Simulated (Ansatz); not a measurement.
NaI: frozen-core PAW against all-electron methods

```
Na I
1.0
     5.14527    0.00000    0.00000
    -2.57263    4.45593    0.00000
     0.00000    0.00000    8.00599
Na I
2 2
Direct
  0.33333 0.66667 0.99367
  0.66667 0.33333 0.49367
  0.33333 0.66667 0.38233
  0.66667 0.33333 0.88233
```

Atoms are numbered in the order listed.

The structure comes from a relaxation in the same program, started in the wurtzite type, and has space group P6_3mc. Whether it is a known phase or the ground state wasn't checked.

Spin–orbit coupling is left out, though it moves levels of the heavy atoms by tenths of an eV or more.

Methods: DFT, PBE, PAW with Ansatz's default frozen-core files, scalar-relativistic (Ansatz 0.2.0); DFT, PBE, all-electron PAW with datasets made for the crystal, scalar-relativistic (Ansatz 0.2.0); DFT, PBE, all-electron LAPW, scalar-relativistic (Ansatz 0.2.0).

For PAW: a Γ-centred 10×10×6 k mesh, Fermi–Dirac smearing of 0.08 eV, cutoff 420 eV, no spin polarisation. The crystal-made all-electron datasets (AE datasets) take a cutoff of 260 eV at this cell. LAPW targets a basis error of 0.5 meV/atom. The Ansatz runs share mesh, smearing and spin set-up. Plane-wave (PAW) pressures include the program's estimate of the Pulay term.

Stress and pressure are positive in compression.

Spin–orbit coupling is left out, which moves gradients at and beside heavy atoms by some per cent and at worst by a factor of two.

Levels count from the top of the valence band.

| quantity | PAW | AE datasets | LAPW |
| --- | --- | --- | --- |
| pressure (GPa) | -0.01 | -0.01 | -0.01 |
| band gap (eV) | 3.707 | 3.707 | 3.707 |
| highest filled level at Γ (eV) | 0.000 | 0.000 | 0.000 |
| lowest empty level at Γ (eV) | 3.707 | 3.707 | 3.707 |
| highest filled level at L (eV) | -0.304 | -0.304 | -0.304 |
| lowest empty level at L (eV) | 5.386 | 5.386 | 5.386 |
| highest filled level at M (eV) | -0.220 | -0.220 | -0.220 |
| lowest empty level at M (eV) | 5.518 | 5.519 | 5.519 |
| field gradient Vzz at Na1 (10²¹ V/m²) | 0.09 | 0.09 | – |
| field gradient Vzz at I3 (10²¹ V/m²) | -1.11 | -1.10 | – |
